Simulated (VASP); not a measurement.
# BN (P6_3mc) in VASP: single point with HSE06

Aim: the single point of BN with HSE06.

All numbers are computed with VASP 6.6.1; they aren't measurements. Logs are shortened: lines on timing, memory, paths and dates and some standing lists are left out, and cuts for length are marked.

### 1 The crystal as given

It takes space group P6_3mc (No. 186, hexagonal). The conventional cell has a = 2.542 Å, b = 2.542 Å, c = 4.204 Å, α = 90.00°, β = 90.00°, γ = 120.00°. B (site symmetry 3m) is surrounded by 4 N at 1.56 to 1.57 Å. Around N (site symmetry 3m) lie 4 B at 1.56 to 1.57 Å.

Measurements of this composition are mostly on another form, of space group No. 194.

### 2 Single point, HSE06

POSCAR reads:

```
BN
1.0
    2.5416900000      0.0000000000      0.0000000000
   -1.2708500000      2.2011700000      0.0000000000
    0.0000000000      0.0000000000      4.2041500000
B N
2 2
Direct
    0.6666700000      0.3333300000      0.9997200000
    0.3333300000      0.6666700000      0.4997200000
    0.6666700000      0.3333300000      0.6252800000
    0.3333300000      0.6666700000      0.1252800000
```

INCAR.step1 reads:

```
SYSTEM = BN
  PREC = Accurate
  ENCUT = 520
  EDIFF = 1E-5
  ISMEAR = 0
  SIGMA = 0.02
  LREAL = .False.
  LASPH = .True.
  NELM = 60
  ALGO = Normal
  ISIF = 2
  LWAVE = .True.
  GGA = PE
```

INCAR.step2 reads:

```
SYSTEM = BN
  PREC = Accurate
  ENCUT = 520
  EDIFF = 1E-7
  ISMEAR = 0
  SIGMA = 0.02
  LREAL = .False.
  LASPH = .True.
  NELM = 60
  ALGO = Normal
  ISIF = 2
  LWAVE = .False.
  LCHARG = .True.
  GGA = PE
  LHFCALC = .True.
  HFSCREEN = 0.2
  PRECFOCK = Fast
  LELF = .True.
  LVHAR = .True.
  ISTART = 1
```

KPOINTS reads:

```
Automatic mesh
0
Gamma
  9 9 4
  0 0 0
```

Potentials or basis: VASP PAW PBE potentials, release 64 (B, N).

Launch:

```bash
> cat potpaw_PBE.64/B/POTCAR potpaw_PBE.64/N/POTCAR > POTCAR
> cp INCAR.step1 INCAR
> mpirun -np 1 vasp_std > vasp.out
> cp INCAR.step2 INCAR
> mpirun -np 1 vasp_std > vasp.out
```

OUTCAR:

```text
SYSTEM = BN
   PREC = Accurate
   ENCUT = 520
   EDIFF = 1E-7
   ISMEAR = 0
   LREAL = .False.
   LASPH = .True.
   NELM = 60
   ISIF = 2
   GGA = PE
   LHFCALC = .True.
   HFSCREEN = 0.2
   PRECFOCK = Fast
   ISTART = 1

 ion  position               nearest neighbor table
   1  0.667  0.333  1.000-   4 1.56   4 1.56   4 1.56   3 1.57
   2  0.333  0.667  0.500-   3 1.56   3 1.56   3 1.56   4 1.57
   3  0.667  0.333  0.625-   2 1.56   2 1.56   2 1.56   1 1.57
   4  0.333  0.667  0.125-   1 1.56   1 1.56   1 1.56   2 1.57

  LATTYP: Found a hexagonal cell.
 ALAT       =     2.5416900000
 C/A-ratio  =     1.6540766183

  Lattice vectors:

 A1 = (   2.5416900000,   0.0000000000,   0.0000000000)
 A2 = (  -1.2708500000,   2.2011700000,   0.0000000000)
 A3 = (   0.0000000000,   0.0000000000,   4.2041500000)

Analysis of symmetry for initial positions (statically):
=====================================================================
 Subroutine PRICEL returns:
 Original cell was already a primitive cell.

 Routine SETGRP: Setting up the symmetry group for a
 hexagonal supercell.

 Subroutine GETGRP returns: Found  4 space group operations
 (whereof  2 operations were pure point group operations)
 out of a pool of 24 trial point group operations.

The static configuration has the point symmetry C_1h.
 The point group associated with its full space group is C_2v.

Analysis of symmetry for dynamics (positions and initial velocities):
=====================================================================
 Subroutine PRICEL returns:
 Original cell was already a primitive cell.

 Routine SETGRP: Setting up the symmetry group for a
 hexagonal supercell.

 Subroutine GETGRP returns: Found  4 space group operations
 (whereof  2 operations were pure point group operations)
 out of a pool of 24 trial point group operations.

The dynamic configuration has the point symmetry C_1h.
 The point group associated with its full space group is C_2v.

 Subroutine INISYM returns: Found  4 space group operations
 (whereof  2 operations are pure point group operations),
 and found     1 'primitive' translations

----------------------------------------------------------------------------------------

                                     Primitive cell

  volume of cell :      23.5209

  direct lattice vectors                    reciprocal lattice vectors
     2.541690000  0.000000000  0.000000000     0.393439011  0.227152817  0.000000000
    -1.270850000  2.201170000  0.000000000     0.000000000  0.454303847  0.000000000
     0.000000000  0.000000000  4.204150000     0.000000000  0.000000000  0.237860210

  length of vectors
     2.541690000  2.541694138  4.204150000     0.454304587  0.454303847  0.237860210

  position of ions in fractional coordinates (direct lattice)
     0.666670000  0.333330000  0.999720000
     0.333330000  0.666670000  0.499720000
     0.666670000  0.333330000  0.625280000
     0.333330000  0.666670000  0.125280000

  ion indices of the primitive-cell ions
   primitive index   ion index
                 1           1
                 2           2
                 3           3
                 4           4

----------------------------------------------------------------------------------------

 KPOINTS: Automatic mesh

Automatic generation of k-mesh.
 Grid dimensions read from file:
 generate k-points for:    9    9    4

 Generating k-lattice:

  Cartesian coordinates                     Fractional coordinates (reciprocal lattice)
     0.043715446  0.025239202  0.000000000     0.111111111 -0.000000000  0.000000000
     0.000000000  0.050478205  0.000000000     0.000000000  0.111111111  0.000000000
     0.000000000  0.000000000  0.059465052     0.000000000  0.000000000  0.250000000

  Length of vectors
     0.050478287  0.050478205  0.059465052

  Shift w.r.t. Gamma in fractional coordinates (k-lattice)
     0.000000000  0.000000000  0.000000000

 Subroutine IBZKPT returns following result:
 ===========================================

 Found     75 irreducible k-points:

 Following reciprocal coordinates:
            Coordinates               Weight
  0.000000  0.000000  0.000000      1.000000
  0.111111  0.000000  0.000000      4.000000
 -0.111111  0.111111  0.000000      2.000000
  0.222222 -0.000000  0.000000      4.000000
 -0.222222  0.222222  0.000000      2.000000
  0.333333 -0.000000  0.000000      4.000000
[... 16 lines left out ...]
 -0.222222 -0.444444  0.000000      4.000000
  0.444444  0.333333  0.000000      4.000000
 [... further k-points ...]
   k-points           NKPTS =     75   k-points in BZ     NKDIM =    324   number of bands    NBANDS=     12
   number of dos      NEDOS =    301   number of ions     NIONS =      4
   total plane-waves  NPLWV =  12800
   dimension x,y,z NGX =    20 NGY =   20 NGZ =   32
   dimension x,y,z NGXF=    40 NGYF=   40 NGZF=   64
   ions per type =               2   2
   NGX,Y,Z   is equivalent  to a cutoff of  13.08, 13.08, 12.65 a.u.
   NGXF,Y,Z  is equivalent  to a cutoff of  26.16, 26.16, 25.31 a.u.
 SYSTEM =  BN
   PREC   = accura    normal or accurate (medium, high low for compatibility)
   ISTART =      1    job   : 0-new  1-cont  2-samecut
   ICHARG =      0    charge: 1-file 2-atom 10-const
   ISPIN  =      1    spin polarized calculation?
   LNONCOLLINEAR =      F non collinear calculations
   LSORBIT =      F    spin-orbit coupling
   LASPH  =      T    aspherical Exc in radial PAW
   ENCUT  =  520.0 eV  38.22 Ry    6.18 a.u.   4.73  4.73  7.82*2*pi/ulx,y,z
   NELM   =     60;   NELMIN=  2; NELMDL=  0     # of ELM steps
   EDIFF  = 0.1E-06   stopping-criterion for ELM
   LREAL  =      F    real-space projection
   EDIFFG = 0.1E-05   stopping-criterion for IOM
   NSW    =      0    number of steps for IOM
   IBRION =     -1    ionic relax: 0-MD 1-quasi-New 2-CG
   NFREE  =      0    steps in history (QN), initial steepest desc. (CG)
   ISIF   =      2    stress and relaxation
   ISYM   =      3    0-nonsym 1-usesym 2-fastsym
   POTIM  = 0.5000    time-step for ionic-motion
   TEBEG  =    0.0;   TEEND  =   0.0 temperature during run
   PSTRESS=    0.0 pullay stress
   NELECT =      16.0000    total number of electrons
   NUPDOWN=      -1.0000    fix difference up-down
   EMIN   =  10.00;   EMAX   =-10.00  energy-range for DOS
   EFERMI =   0.00;   METHOD = LEGACY
   ISMEAR =     0;   SIGMA  =   0.02  broadening in eV -4-tet -1-fermi 0-gaus
   EFERMI_NEDOS =   21; number of points for ismear=-14 and -15
   IALGO  =     38    algorithm
   IMIX   =      1    mixing-type and parameters
     AMIX     =   0.40;   BMIX     =  1.00
     AMIX_MAG =   1.60;   BMIX_MAG =  1.00
  volume/ion in A,a.u.               =       5.88        39.68
  Fermi-wavevector in a.u.,A,eV,Ry     =   1.439782  2.720793 28.204494  2.072972
  Thomas-Fermi vector in A             =   2.558599
   LORBIT       =      0    0 simple, 1 ext, 2 COOP (PROOUT), +10 PAW based schemes
   GGA     = PE    functional components
   LHFCALC =     T    Hartree Fock is set to
   PRECFOCK=fast      Normal, Fast or Accurate (Low or Medium for compatibility)
   ENCUT4O =  -1.0   cutoff for four orbital integrals eV
   NKREDX  =     1    reduce k-point grid by
   NKREDY  =     1    reduce k-point grid by
   NKREDZ  =     1    reduce k-point grid by
   AEXX    =    0.2500 exact exchange contribution
   HFSCREEN=    0.2000 screening length (either q_TF or 0.3 A-1)
   HFSCREENC=   0.2000 screening length for correlation (either q_TF or 0.3 A-1)
   ENCUTFOCK=  -1.0 apply spherical cutoff to Coloumb kernel
   IVDW    =     0    specifies the selected vdW correction
   LEPSILON=     F    determine dielectric tensor
   LRPA    =     F    only Hartree local field effects (RPA)
 non-spin polarized calculation
 Gauss-broadening in eV      SIGMA  =   0.02
  energy-cutoff  :      520.00
  volume of cell :       23.52
 maximum number of plane-waves:       652
  NGX = 12; NGY = 12; NGZ = 20

 number of electron      15.9999999 magnetization

 Free energy of the ion-electron system (eV)
  ---------------------------------------------------
  ext. energy  EPLUGINS =         0.00000000
  ---------------------------------------------------
  free energy    TOTEN  =       -40.65270791 eV

  energy without entropy =      -40.65270791  energy(sigma->0) =      -40.65270791

 E-fermi :   6.8807     XC(G=0): -10.4831

 val. band max:        6.7572246213   @ k =   0.0000   0.0000   0.0000
 cond. band min:      13.2762702624   @ k =   0.3333   0.3333   0.0000
 fundamental gap:      6.5190456411
 Fermi energy:         6.8806857739

 k-point     1 :       0.0000    0.0000    0.0000
  band No.  band energies     occupation
      1     -15.5968      2.00000
      2     -11.1217      2.00000
      3      -5.1660      2.00000
      4       4.4466      2.00000
      5       4.4472      2.00000
      6       6.4779      2.00000
      7       6.7568      2.00000
      8       6.7572      2.00000
      9      16.8733      0.00000
     10      16.8738      0.00000
     11      17.1416      0.00000
     12      18.0530      0.00000

 k-point     2 :       0.1111    0.0000    0.0000
  band No.  band energies     occupation
      1     -15.3066      2.00000
      2     -10.9001      2.00000
      3      -4.8736      2.00000
      4       3.1673      2.00000
      5       3.9308      2.00000
      6       5.6901      2.00000
      7       6.1930      2.00000
      8       6.4566      2.00000
      9      16.4350      0.00000
     10      17.4382      0.00000
     11      17.5536      0.00000
     12      18.9524      0.00000
[... 301 lines left out ...]
 k-point    23 :      -0.2222   -0.4444    0.0000
  band No.  band energies     occupation
      1     -10.9196      2.00000
      2      -9.3879      2.00000
      3      -3.0194      2.00000
      4      -1.5678      2.00000
      5      -0.5092      2.00000
      6      -0.3360      2.00000
      7       1.8708      2.00000
      8       2.1482      2.00000
      9      14.0351      0.00000
     10      19.5113      0.00000
     11      21.1040      0.00000
     12      22.4726      0.00000

 k-point    24 :       0.4444    0.3333    0.0000
  band No.  band energies     occupation
      1     -10.9196      2.00000
      2      -9.3878      2.00000
      3      -3.0195      2.00000
      4      -1.5678      2.00000
      5      -0.5092      2.00000
      6      -0.3360      2.00000
      7       1.8708      2.00000
      8       2.1481      2.00000
      9      14.0350      0.00000
     10      19.5113      0.00000
     11      21.1038      0.00000
     12      22.4724      0.00000

 [... further k-points ...]

------------------------ aborting loop because EDIFF is reached ----------------------------------------

  FORCE on cell =-STRESS in cart. coord.  units (eV):
  Direction    XX          YY          ZZ          XY          YZ          ZX
  --------------------------------------------------------------------------------------
  -------------------------------------------------------------------------------------
  Total       -0.4029854     -0.4025076     -0.4888461      0.0004153      0.0000000      0.0000000
  in kB      -27.4501998    -27.4176571    -33.2987818      0.0282859      0.0000000      0.0000000
  external PRESSURE =     -29.3888796 kB  Pullay stress =       0.0000000 kB

 VOLUME and BASIS-vectors are now :
 -----------------------------------------------------------------------------
  energy-cutoff  :      520.00
  volume of cell :       23.52
      direct lattice vectors                 reciprocal lattice vectors
     2.541690000  0.000000000  0.000000000     0.393439011  0.227152817  0.000000000
    -1.270850000  2.201170000  0.000000000     0.000000000  0.454303847  0.000000000
     0.000000000  0.000000000  4.204150000     0.000000000  0.000000000  0.237860210

 POSITION                                       TOTAL-FORCE (eV/Angst)
 -----------------------------------------------------------------------------------
      1.27086      0.73372      4.20297        -0.000547      0.000316      0.022630
     -0.00002      1.46745      2.10090         0.000547     -0.000316      0.022630
      1.27086      0.73372      2.62877        -0.000560      0.000323     -0.022630
     -0.00002      1.46745      0.52670         0.000560     -0.000323     -0.022630
 -----------------------------------------------------------------------------------
    total drift:                                0.000000     -0.000000      0.000072

  FREE ENERGIE OF THE ION-ELECTRON SYSTEM (eV)
  ---------------------------------------------------
  free  energy   TOTEN  =       -40.6527079145 eV

  energy  without entropy=      -40.6527079145  energy(sigma->0) =      -40.65270791
```

It took 31 min on 1 thread of AMD EPYC 9R45 (Zen 5), shared host; peak memory 0.23 GiB.

What came out:

- Free energy: -40.6527 eV
- Pressure: -2.9 GPa
- Largest force: 0.023 eV/Å
- Band gap on the k mesh: 6.52 eV, indirect (least direct gap 9.98 eV)

Forces on the atoms (eV/Å):
```
B   -0.001  0.000  0.023
B    0.001  0.000  0.023
N   -0.001  0.000 -0.023
N    0.001  0.000 -0.023
```

Stress tensor (GPa, compression positive):
```
-2.75  0.00  0.00
 0.00 -2.74  0.00
 0.00  0.00 -3.33
```

Caveat: the PAW data sets were made with another functional, which shifts forces and pressure a little; an odd mesh through Γ misses points on the zone boundary, where band edges often lie.
